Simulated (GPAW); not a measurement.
The system is TiTe.

```
Te Ti
1.0
     3.84200    0.00000    0.00000
    -1.92100    3.32727    0.00000
     0.00000    0.00000    6.40300
Te Ti
2 2
Direct
  0.66667 0.33333 0.75000
  0.33333 0.66667 0.25000
  0.00000 0.00000 0.50000
  0.00000 0.00000 0.00000
```

Base run:

- Program: GPAW 26.7.0
- Functional: LDA
- Potentials or basis: the program's PAW data sets (release 1.2.1) made for this functional
- Cutoff: 450 eV
- Basis: pw
- k mesh: 7 × 7 × 4
- Occupations: fermi-dirac, width 0.05 eV
- Spin: no spin polarisation

Its results: pressure 0.0 GPa.

The run is repeated on the same cell with these changes: functional from LDA to r2SCAN; potentials or basis from the program's PAW data sets (release 1.2.1) made for this functional to GPAW PAW data sets (gpaw-data 1.2.1); cutoff from 450 eV to 600 eV. What comes out?

Pressure 7.2 GPa.

Caveats: the cutoff is short for stress and forces, so pressures can be off by a GPa or more (some runs); the PAW data sets were made with another functional, which shifts forces and pressure a little (some runs).

Not every run made on this cell is shown here.
